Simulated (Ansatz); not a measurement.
BeS built on the zincblende prototype (r2SCAN geometry), in Ansatz:

```xyz
2
Lattice="0.0000 2.4343 2.4343 2.4343 0.0000 2.4343 2.4343 2.4343 0.0000" Properties=species:S:1:pos:R:3 pbc="T T T"
Be    0.0000    0.0000    0.0000
S     1.2172    1.2172    1.2172
```

G0W0@PBE with 158 empty bands, a screening cutoff of 180 eV and a 6×6×6 mesh (PAW, contour deformation) gives 4.489 eV over the mesh points, from a PBE gap of 3.134 eV; it sums over 162 bands with 169 plane waves in the screening and a wave cutoff of 420 eV. No extrapolation in bands, cutoff or mesh was made for G0W0. No spin polarisation and no zero-point or thermal motion.

(1) Estimate the gap with potentials of the kind norm-conserving.

(2) Estimate the gap with starting point PBE0.

Results:

(1) 4.478 eV (-0.011 eV), from a Kohn-Sham gap of 3.140 eV.

(2) 5.077 eV (+0.588 eV), from a Kohn-Sham gap of 4.795 eV.
